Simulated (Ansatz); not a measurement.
HF on a (101) slab of TiO2 (I4_1/amd (No. 141)), 8 planes, outer planes O (top) and O (bottom), 1 a cell of 39.0 Å², relaxed and still whole (its atoms last):

```xyz
26
Lattice="7.5747 0.0000 0.0000 -1.8937 5.1467 0.0000 0.0000 0.0000 24.7980" Properties=species:S:1:pos:R:3 pbc="T T T"
O     0.0000    3.2456    8.0000
O     3.7874    3.2456    8.0000
Ti    0.0000    1.3935    8.7329
Ti    3.7874    1.3935    8.7329
O     1.8937    1.0207    8.8804
O     5.6811    1.0207    8.8804
O     1.8937    4.6881    9.4658
O     5.6811    4.6881    9.4658
Ti    0.0000    4.3153    9.6133
Ti    3.7874    4.3153    9.6133
O     0.0000    2.4632   10.3462
O     3.7874    2.4632   10.3462
O    -0.0174    4.6321   11.5853
O     3.7763    4.6392   11.5309
Ti    0.0146    2.7191   12.3593
Ti    3.7806    2.7295   12.4170
O     1.8972    2.3050   12.3621
O     5.6893    2.3724   12.4425
O     3.7969    0.9258   13.2668
O    -0.0113    0.8887   13.2133
Ti    1.9041    0.3755   13.1646
Ti    5.6810    0.3848   13.0663
O     0.1522    3.8371   13.9229
O     3.7560    3.8971   13.8747
F     1.6401    1.8755   15.1141
H     1.1517    2.6573   14.8132
```

Level of theory: DFT PBE+D3(BJ), scalar-relativistic, plane waves, PAW in Ansatz 0.2.0. Settings: cutoff 420 eV, Γ-centred mesh 2×3×1 on the computed 26-atom cell, Gaussian smearing of 0.05 eV; no spin polarisation. A dipole correction removes the field between periodic images along c.

It binds with 0.63 eV a molecule against the clean slab and the free molecule (no zero-point or thermal terms); its shortest contact is H–O 1.78 Å. Take first-order desorption with no barrier to adsorption, no reaction on the face and an assumed prefactor of 10^13 s⁻¹.

Task: How long does a molecule stay at 400 K?

Result: τ = ν⁻¹·exp(E/k_BT) with k_BT = 0.0345 eV: E/k_BT = 18.3, so τ ≈ 9×10^-6 s. At about one hit a site a second (10⁻⁶ mbar) the coverage is near τ × 1 s⁻¹, so a layer needs roughly 1×10^-1 mbar.

Task: Where does its peak lie in a desorption experiment heated at 1 K/s?

Result: The peak obeys E/(k_B·T_p²) = (ν/β)·exp(−E/k_BT_p). Solving gives T_p ≈ 229 K (E/k_BT_p = 31.9). An error of 0.1 eV in E moves it by about 36 K, and larger molecules have larger prefactors, which lowers it.

Task: Is this physisorption or chemisorption?

Result: The tightest contact, F–Ti 2.47 Å, is 1.14 times the sum of covalent radii, and deformation and lateral interaction add up to +0.16 eV. This is chemisorption.

The molecule may also break up before it leaves, which wasn't tried.